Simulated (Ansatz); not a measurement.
# LiH: band gap under strain

How does strain move the band edges of LiH (rocksalt), and do the functionals agree on it? States: +0.5 % strain along [111] alone; +3.0 % equal strain in all directions; -5.0 % equal strain in all directions.

Program: Ansatz 0.2.0. PAW datasets, plane waves. Calculated at 0 K for a non-magnetic cell.

## Step 1: The structure to begin with

The unstrained cell was relaxed with r2SCAN; in each strained cell the atoms were relaxed again with r2SCAN. Names of k-points are those of the unstrained zone, where strain can split equivalent points. First state: +0.5 % strain along [111] alone.

It is trigonal, R-3m (No. 166); conventional cell a = 2.833 Å, c = 6.973 Å, 8.08 Å³ an atom. Li has 6 H at 2.01 Å; H has 6 Li at 2.01 Å.

Structure file:

```cif
data_structure
_symmetry_space_group_name_H-M 'P 1'
_symmetry_Int_Tables_number 1
_cell_length_a 2.8421
_cell_length_b 2.8421
_cell_length_c 2.8421
_cell_angle_alpha 59.780
_cell_angle_beta 59.780
_cell_angle_gamma 59.780
_cell_volume 16.15
loop_
_atom_site_label
_atom_site_type_symbol
_atom_site_fract_x
_atom_site_fract_y
_atom_site_fract_z
_atom_site_occupancy
Li1 Li 0.00000 0.00000 0.00000 1
H1 H 0.50000 0.50000 0.50000 1
```

From earlier runs on the unstrained cell: PBE 2.98 eV, r2SCAN 3.63 eV, HSE06 3.97 eV, G0W0 4.80 eV (on its mesh); a = 4.006 Å.

## Step 2: +0.5 % strain along [111] alone: PBE

Contents of input.yaml:

```yaml
crystal:
  lattice:
    - [0.0066766495, 2.0096714906, 2.0096714906]
    - [2.0096714906, 0.0066766495, 2.0096714906]
    - [2.0096714906, 2.0096714906, 0.0066766495]
  atoms:
    - { symbol: Li, position: [0.0, 0.0, 0.0] }
    - { symbol: H, position: [0.5, 0.5, 0.5] }
kpoints:
  mp_grid: { grid: [10, 10, 10] }
  band_path:
    path:
      - [0.0, 0.0, 0.0]
      - [0.5, 0.0, 0.5]
      - [0.625, 0.25, 0.625]
      - [0.375, 0.375, 0.75]
      - [0.5, 0.5, 0.5]
      - [0.5, 0.25, 0.75]
      - [0.0, 0.5, 0.5]
    npoints: 1
hamiltonian:
  xc: pbe
scf:
  occupations: { method: fermi_dirac, width: 0.02 }
  n_extra_bands: 4
output:
  forces: true
  stress: true
  eigenvalues: true
```

On the command line:

```sh
ansatz run input.yaml --threads 4 --pin off --max-ram 4608MiB --backend cpu --events-out ev --progress --plain --runs-dir out
```

Further steps of the session: +0.5 % strain along [111] alone: r2SCAN; +0.5 % strain along [111] alone: HSE06; +0.5 % strain along [111] alone: G0W0@PBE; +3.0 % equal strain in all directions: PBE; +3.0 % equal strain in all directions: r2SCAN; +3.0 % equal strain in all directions: HSE06; +3.0 % equal strain in all directions: G0W0@PBE; -5.0 % equal strain in all directions: PBE; -5.0 % equal strain in all directions: r2SCAN; -5.0 % equal strain in all directions: HSE06; -5.0 % equal strain in all directions: G0W0@PBE.

What does the calculation give?

As calculated:

Least gap in eV (negative: overlap), with the change from the unstrained cell in brackets. G0W0 is on its own coarse mesh.

```
                                state  volume change (%)           PBE        r2SCAN         HSE06          G0W0
      +0.5 % strain along [111] alone               +0.5  2.99 (+0.01)  3.63 (+0.00)  3.97 (+0.00)  4.81 (+0.01)
+3.0 % equal strain in all directions               +9.3  3.04 (+0.06)  3.68 (+0.05)  4.02 (+0.05)  4.87 (+0.07)
-5.0 % equal strain in all directions              -14.3  2.85 (-0.13)  3.51 (-0.12)  3.85 (-0.12)  4.64 (-0.16)
```

What this shows: The largest move of the HSE06 gap in the table is -0.116 eV, under -5.0 % equal strain in all directions. PBE and HSE06 differ by 0.99 eV on the unstrained gap, and by at most 0.02 eV on its change: PBE follows the response to strain far better than the gap itself. The G0W0 figures hold for the stated bands, cutoff and mesh and aren't extrapolated.
